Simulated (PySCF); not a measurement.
## Reproducing measurements on tert-butanol

**The experiment to reproduce.**

NIST CCCBDB Release 22 (SRD 101), experimental dipoles lists, for the gas: dipole moment 1.74 ± 0.04 D.

The runs below try to reproduce these values; the comparison stands at the end.

tert-butanol, C4H10O.
Atom-mapped SMILES: `[CH3:1][C:2]([CH3:3])([CH3:4])[OH:5]` (hydrogens: H6, H7, H8 on C1; H9, H10, H11 on C3; H12, H13, H14 on C4; H15 on O5)

Cartesian coordinates in Å at the GFN2-xTB level; atoms count from 1:
```
atom  x, y, z in Å
C1    -0.7297   -1.2464    0.0425
C2     0.0488    0.0594    0.2428
C3    -0.6076    1.1889   -0.5604
C4     1.5056   -0.1215   -0.1828
O5     0.0832    0.3991    1.6216
H6    -1.7684   -1.1232    0.3466
H7    -0.7080   -1.5434   -1.0023
H8    -0.2857   -2.0374    0.6422
H9    -1.6480    1.3142   -0.2636
H10   -0.0819    2.1239   -0.3807
H11   -0.5760    0.9665   -1.6233
H12    1.5651   -0.3862   -1.2345
H13    1.9637   -0.9073    0.4113
H14    2.0553    0.8000   -0.0121
H15   -0.8209    0.5215    1.9310
```

Runs made with PySCF (gas phase, on this GFN2-xTB geometry; no spin–orbit coupling):

| level | job | basis functions | wall time |
| --- | --- | --- | --- |
| PBE0/pcSseg-1 | shieldings, charges and field gradients | 135 | 21 s |
| B3LYP/pcJ-1 | spin–spin couplings from 14 perturbed nuclei, spin–dipole term left out | 235 | 49 s |

Hardware: Arm Neoverse N1, one thread, shared host.

Results beside the measurements:

**Dipole moment.** Measured: 1.74 D (NIST CCCBDB Release 22 (SRD 101), experimental dipoles).

| level | computed (D) | computed − measured (D) | % (from the printed values) |
| --- | --- | --- | --- |
| PBE0/pcSseg-1 | 1.55 | -0.19 | -11 |
| B3LYP/pcJ-1 | 1.54 | -0.20 | -11 |

Closest is PBE0/pcSseg-1 (-0.19 D), furthest B3LYP/pcJ-1 (-0.20 D); one molecule doesn't rank methods. The computed dipoles belong to one fixed geometry; measured ones are averaged over vibrations unless marked μe. Magnitudes are compared, not signs.

No measured geometry was used, and the causes of the misses weren't examined.
